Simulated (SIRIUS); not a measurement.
W under changes of volume

One of the cells (16.165 Å³/atom); the others are scaled copies at fixed shape and fractional positions:

```
CELL_PARAMETERS angstrom
-1.59282 1.59282 1.59282
1.59282 -1.59282 1.59282
1.59282 1.59282 -1.59282
ATOMIC_POSITIONS crystal
W 0.00000 0.00000 0.00000
```

- Program: SIRIUS 7.10.0
- Functional: PBEsol
- Potentials or basis: PseudoDojo 0.4.1 PBEsol standard (scalar relativistic)
- Cutoff: 1030 eV
- Density cutoff: 4119 eV
- k mesh: 12 × 12 × 12
- Occupations: fermi-dirac, width 0.05 eV
- Spin: no spin polarisation

```csv
volume (Å³/atom),energy over the lowest point (meV/atom),pressure (GPa)
14.897,?,?
15.214,14.27,10.7
15.531,0.00,3.6
16.165,10.14,-8.7
16.482,32.24,-14.0
16.798,64.36,-18.8
```

Problem. What does the run at 14.897 Å³/atom give?

Solution. Energy over the lowest point 43.21 meV/atom; pressure 18.5 GPa.

Worked out: A Birch-Murnaghan fit of order 3 (a polynomial in V^(-2/3)) to the other rows has its minimum at 15.71 Å³/atom with B0 = V·E''(V) = 315 GPa and B' = 3.6. It gives 43.08 meV/atom at 14.897 Å³/atom, against the run's 43.21, and -dE/dV = 18.5 GPa, against 18.5.

Energies are extrapolated to zero smearing.
